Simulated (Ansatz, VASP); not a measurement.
# Two plane-wave programs on Be3S2

File INCAR:

```
PREC = Accurate
ENCUT = 600
EDIFF = 1E-6
ISMEAR = 0
SIGMA = 0.1
LREAL = F
LASPH = T
NELM = 60
ALGO = Normal
ISIF = 3
LWAVE = F
LCHARG = F
GGA = PE
IBRION = 2
NSW = 90
EDIFFG = -0.04
```

File KPOINTS:

```
Automatic mesh
0
Gamma
  6 6 6
```

File POSCAR:

```
Be3S2
1.0
    1.5998890915      0.9236963976      7.4162974919
   -1.5998890915      0.9236963976      7.4162974919
    0.0000000000     -1.8473927953      7.4162974919
Be S
3 2
Direct
    0.0000000000      0.0000000000      0.0000000000
    0.2095000000      0.2095000000      0.2095000000
    0.7905000000      0.7905000000      0.7905000000
    0.4000000000      0.4000000000      0.4000000000
    0.6000000000      0.6000000000      0.6000000000
```

Input for Ansatz:

```yaml
crystal:
  lattice:
    - [1.5998890915, 0.9236963976, 7.4162974919]
    - [-1.5998890915, 0.9236963976, 7.4162974919]
    - [0.0, -1.8473927953, 7.4162974919]
  atoms:
    - { symbol: Be, position: [0.0, 0.0, 0.0] }
    - { symbol: Be, position: [0.2095, 0.2095, 0.2095] }
    - { symbol: Be, position: [0.7905, 0.7905, 0.7905] }
    - { symbol: S, position: [0.4, 0.4, 0.4] }
    - { symbol: S, position: [0.6, 0.6, 0.6] }
basis:
  ecutwfc: 420
kpoints:
  mp_grid: { grid: [6, 6, 6] }
hamiltonian:
  xc: pbe
scf:
  occupations: { method: gaussian, width: 0.1 }
  lower_state_search: "off"
output:
  forces: true
  stress: true
  eigenvalues: true
relax:
  adjacent_minimum: "off"
  f_tol: 0.04
  max_steps: 70
  cell: { stress_tol: 0.4 }
```

Alike in both runs: task relaxation of cell and atoms; functional PBE; k mesh 6 × 6 × 6; occupations gaussian, width 0.1 eV; no spin polarisation.

|  | VASP | Ansatz |
| --- | --- | --- |
| version | VASP 6.6.1 | Ansatz 0.2.0 |
| potentials or method | VASP PAW PBE potentials, release 64 (Be, S) | scalar-relativistic, plane waves, PAW |
| plane-wave cutoff (eV) | 600 | 420 |
| valence electrons in the cell | 18 | 18 |

```csv
,VASP,Ansatz,Ansatz less VASP
"gap on the k mesh at the Fermi level, each at its own relaxed structure (eV)",0.33,0.34,+0.008
relaxed volume (Å³/atom),12.42,12.44,+0.011
relaxed cell length with the largest relative difference (Å),7.235,7.240,+0.0051
energy change over the relaxation (meV/atom),-31,-31,-0.1
```
